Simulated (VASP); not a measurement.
A calculation with VASP 6.6.1 of MoS2 (native input, structure from a POSCAR):

The input INCAR:

```
PREC = Accurate
ENCUT = 550
EDIFF = 1E-6
ISMEAR = 0
SIGMA = 0.1
LREAL = False
LASPH = True
NELM = 100
ALGO = Normal
ISIF = 2
LWAVE = False
LCHARG = False
GGA = PS
NBANDS = 20
```

Contents of KPOINTS:

```
Automatic mesh
0
Gamma
  10 10 10
```

POSCAR

```
MoS2
1.0
    1.5800000000      0.9122134253      6.1500000000
   -1.5800000000      0.9122134253      6.1500000000
    0.0000000000     -1.8244268506      6.1500000000
Mo S
1 2
Cartesian
    0.0000000000      0.0000000000      0.0000000000
    0.0000000000      0.0000000000      7.6936500000
    0.0000000000      0.0000000000      4.6125000000
```

Potentials or basis: VASP PAW PBE potentials, release 64 (Mo_sv_GW, S_GW).

The run is started by

```console
$ cat potpaw_PBE.64/Mo_sv_GW/POTCAR potpaw_PBE.64/S_GW/POTCAR > POTCAR
$ mpirun -np 1 vasp_std > vasp.out
```

Measurements of this composition are mostly on another form, of space group No. 194.

Task: Write the same calculation in another form: ASE script, structure typed inline.

Result: As run:

File run.py:

```python
from ase import Atoms
from ase.calculators.vasp import Vasp
from ase.dft.bandgap import bandgap

atoms = Atoms(
    ['Mo', 'S', 'S'],
    cell=[[1.58, 0.9122134253, 6.15], [-1.58, 0.9122134253, 6.15], [0.0, -1.8244268506, 6.15]],
    scaled_positions=[[0.0, 0.0, 0.0], [0.417, 0.417, 0.417], [0.25, 0.25, 0.25]],
    pbc=True,
)
calc = Vasp(
    directory='calc',
    xc='pbesol',
    pp='PBE',
    setups='gw',
    prec='Accurate',
    encut=550,
    ediff=1e-06,
    ismear=0,
    sigma=0.1,
    lreal=False,
    lasph=True,
    nelm=100,
    algo='Normal',
    isif=2,
    lwave=False,
    lcharg=False,
    kpts=[10, 10, 10],
    gamma=True,
    nbands=20,
)
atoms.calc = calc

print('energy (eV):', atoms.get_potential_energy())
print('free energy (eV):', atoms.get_potential_energy(force_consistent=True))
print('forces (eV/A):')
print(atoms.get_forces())
print('stress (eV/A^3, Voigt):', atoms.get_stress())
print('Fermi level (eV):', calc.get_fermi_level())
gap, top, bottom = bandgap(calc)
print('band gap (eV):', gap, 'from (spin, k, band)', top, 'to', bottom)
```

Potentials or basis: VASP PAW PBE potentials, release 64 (Mo_sv_GW, S_GW).

The run is started by

```bash
$ python run.py
```

Both were run:

|  | native input, structure from a POSCAR | ASE script, structure typed inline |
| --- | --- | --- |
| Pressure | 0.2 GPa | 0.2 GPa |
| Largest force | 0.279 eV/Å | 0.279 eV/Å |
| Band gap on the k mesh | 0.91 eV, indirect (least direct gap 1.96 eV) | 0.91 eV, indirect (least direct gap 1.96 eV) |

Keys that steer only the numerical path or the files written may differ.

Caveat: the PAW data sets were made with another functional, which shifts forces and pressure a little.
